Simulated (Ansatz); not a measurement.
Run this with Ansatz 0.2.0 through its Python package and show what comes out.

`snse_defect.py`
```python
"""An antisite in a supercell of SnSe, against the perfect cell."""

import logging
import sys
import warnings

import ansatz as az
import numpy as np

logging.basicConfig(stream=sys.stdout, format="%(levelname)s %(message)s")
logger = logging.getLogger("calc")
logger.setLevel(logging.INFO)


def main() -> None:
    warnings.simplefilter("ignore", az.DeckWarning)

    vectors = np.array([
        [0.0, 3.01, 3.01],
        [3.01, 0.0, 3.01],
        [3.01, 3.01, 0.0],
    ])
    cell = (
        az.Lattice.of(vectors)
        .atom("Sn", (0.0, 0.0, 0.0))
        .atom("Se", (0.5, 0.5, 0.5))
    )
    host = cell.supercell(2)
    defective = host.substitution("Sn", at=(0.5, 0.5, 0.5), replaces="Se")

    def with_settings(structure):
        return (
            structure.calculation()
            .functional("pbesol")
            .pseudopotentials("paw")
            .kpoints(2, center="gamma")
            .occupations("fermi_dirac", width=0.02)
            .band_table()
        )


    perfect = with_settings(host).run(threads=1).report
    job = with_settings(defective).relax(force_tolerance=0.03, max_steps=40)
    out = job.run(threads=1)
    summary = out.report

    n_host, n_defect = len(perfect["lattice"]["sites"]), len(summary["lattice"]["sites"])
    logger.info(f"perfect cell: {n_host} atoms, F = {perfect['free_energy_ev']:.4f} eV")
    logger.info(f"defect cell:  {n_defect} atoms, F = {summary['free_energy_ev']:.4f} eV")
    # chemical potentials are still to be added to this difference
    logger.info(f"difference {summary['free_energy_ev'] - perfect['free_energy_ev']:.4f} eV (no chemical potentials)")

    pull = np.linalg.norm(summary["forces_ev_ang"], axis=1)
    for atom in np.argsort(-pull)[:5]:
        logger.info(f"force on {out.lattice.sites[atom].symbol}{atom}: {pull[atom]:.3f} eV/A")

    for site in out.lattice.sites:
        print(f"{site.symbol:2s}", " ".join(f"{v:8.4f}" for v in site.position_ang))


if __name__ == "__main__":
    main()
```

`python snse_defect.py` gives:
```text
INFO perfect cell: 16 atoms, F = -90999.2458 eV
INFO defect cell:  16 atoms, F = -91523.0654 eV
INFO difference -523.8196 eV (no chemical potentials)
INFO force on Sn6: 0.009 eV/A
INFO force on Sn8: 0.009 eV/A
INFO force on Sn12: 0.009 eV/A
INFO force on Sn4: 0.009 eV/A
INFO force on Sn10: 0.009 eV/A
Sn   0.0000   0.0000   0.0000
Sn   3.0100   3.0100   3.0100
Sn   3.0100   3.0100   0.0000
Se   6.0200   6.0200   3.0100
Sn   3.0100   0.0000   3.0100
Se   6.0200   3.0100   6.0200
Sn   6.0200   3.0100   3.0100
Se   9.0300   6.0200   6.0200
Sn   0.0000   3.0100   3.0100
Se   3.0100   6.0200   6.0200
Sn   3.0100   6.0200   3.0100
Se   6.0200   9.0300   6.0200
Sn   3.0100   3.0100   6.0200
Se   6.0200   6.0200   9.0300
Sn   6.0200   6.0200   6.0200
Se   9.0300   9.0300   9.0300
```

Absolute energies stand on the zero of these potentials, so only differences at equal settings mean something. A total without «per atom» is that of the whole cell that was run. Extra carriers fill band states at a few k-points, so forces and energy hang on the mesh. The difference holds no chemical potentials. The structure is a deposited one; some such entries were measured under pressure or heat, so a shift against it needn't be the functional's error alone. The supercell is small, so the defect meets its images and the energies aren't those of an isolated defect; a partly filled defect level may also lower its energy by spin or distortion. For a charged cell the difference holds no correction, alignment or term for the electrons' reservoir. It ran for 28 s on 1 thread of Arm Neoverse V2 (shared host), peak memory 0.87 GiB.
